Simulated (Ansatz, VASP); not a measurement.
**Two plane-wave programs on ZrC**

```
Zr C
1.0
     0.00000    2.36500    2.36500
     2.36500    0.00000    2.36500
     2.36500    2.36500    0.00000
Zr C
1 1
Cartesian
  2.3650 2.3650 2.3650
  0.0000 0.0000 0.0000
```

Alike in both runs: task single point; functional PBE; k mesh 14 × 14 × 14; occupations gaussian, width 0.05 eV; no spin polarisation.

```csv
,VASP,Ansatz
version,VASP 6.6.1,Ansatz 0.2.0
potentials or method,"VASP PAW PBE potentials, release 64 (Zr_sv, C)","scalar-relativistic, plane waves, PAW"
plane-wave cutoff (eV),520,420
valence electrons in the cell,16,16
```

Ansatz gave:

- pressure (GPa): -2.9

Task: What did VASP give for the same quantities?

Result: Pressure (GPa): -2.7.

With one functional, cell and mesh, what is left measures potentials, basis and numerics.
